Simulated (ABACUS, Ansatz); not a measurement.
**KMgF3: equilibrium volume by level of theory**

```
K Mg F
1.0
     3.98590    0.00000    0.00000
     0.00000    3.98590    0.00000
     0.00000    0.00000    3.98590
K Mg F
1 1 3
Direct
  0.50000 0.50000 0.50000
  0.00000 0.00000 0.00000
  0.00000 0.00000 0.50000
  0.00000 0.50000 0.00000
  0.50000 0.00000 0.00000
```

| rung | level | program and potentials | cutoff (eV) | k mesh | smearing | task | core time | chip | equilibrium volume (Å³/atom) | notes |
| --- | --- | --- | --- | --- | --- | --- | --- | --- | --- | --- |
| LDA | LDA | Ansatz, Ansatz PAW | 420 | 7 × 7 × 7 | fermi-dirac 0.05 | relaxation of cell and atoms | 12 s | Intel Xeon 6975P-C Granite Rapids | 11.94 | potentials made for PBE, which Ansatz adapts in part |
| meta-GGA | r2SCAN | Ansatz, Ansatz PAW | 500 | 7 × 7 × 7 | fermi-dirac 0.05 | relaxation of cell and atoms | 14 s | Arm Neoverse V2 | 12.62 | potentials made for PBE, which Ansatz adapts in part |
| meta-GGA + dispersion | r2SCAN+D4 | Ansatz, Ansatz PAW | 500 | 7 × 7 × 7 | fermi-dirac 0.05 | relaxation of cell and atoms | 16 s | Arm Neoverse V2 | 12.54 | potentials made for PBE, which Ansatz adapts in part |
| meta-GGA + dispersion | r2SCAN+D3(BJ)+ATM | Ansatz, Ansatz PAW | 500 | 7 × 7 × 7 | fermi-dirac 0.05 | relaxation of cell and atoms | 18 s | Arm Neoverse V2 | 12.49 | potentials made for PBE, which Ansatz adapts in part |
| meta-GGA + dispersion | r2SCAN+rVV10 | Ansatz, Ansatz PAW | 500 | 7 × 7 × 7 | fermi-dirac 0.05 | relaxation of cell and atoms | 25 s | Arm Neoverse V2 | 12.44 | potentials made for PBE, which Ansatz adapts in part |
| GGA | PBE | ABACUS, PseudoDojo NC SR 0.4.1 PBE standard, plane waves | 1143 | 7 × 7 × 7 | fermi-dirac 0.05 | equation of state | 7.1 min | Intel Xeon Platinum 8259CL Skylake/Cascade Lake | 13.30 | - |

Times are single runs on shared hosts and different chips, so they are rough; meshes, cutoffs and the tasks' sizes weigh on the time. All rows: no spin polarisation. Smearing widths are in eV. Meshes are those of the run's cell of 5 atoms unless a note names another. Relaxations start from the cell shown or near it and stop with a little pressure left. Runs on faulty files, with rough fits or with known faults for this quantity aren't shown. No row holds spin-orbit coupling.

By rung: LDA 11.94; GGA 13.30; meta-GGA 12.62; meta-GGA + dispersion 12.44 to 12.54 (Å³/atom).
